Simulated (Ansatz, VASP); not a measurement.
# Two plane-wave programs on CoSi2 (nc)

```
Co Si
1.0
     0.00000    2.67800    2.67800
     2.67800    0.00000    2.67800
     2.67800    2.67800    0.00000
Co Si
1 2
Direct
  0.00000 0.00000 0.00000
  0.25000 0.25000 0.25000
  0.75000 0.75000 0.75000
```

Alike in both runs: task single point; functional PBE; k mesh 6 × 6 × 6; occupations gaussian, width 0.1 eV; no spin polarisation.

```csv
,VASP,Ansatz
version,VASP 6.6.1,Ansatz 0.2.0
potentials or method,"VASP PAW PBE potentials, release 64 (Co, Si)","scalar-relativistic, plane waves, norm-conserving pseudopotentials"
plane-wave cutoff (eV),520,1306
valence electrons in the cell,17,25
```

|  | VASP | Ansatz | Ansatz less VASP |
| --- | --- | --- | --- |
| gap on the k mesh at the Fermi level (eV) | none | none | - |
| pressure (GPa) | 0.2 | 0.5 | +0.26 |

A gap of «none» marks a metal or a gap that the smearing closes. The two sets of potentials don't hold the same shells in valence.

Spin polarisation is off, so any magnetic state and its effect on volume and gap are missing.
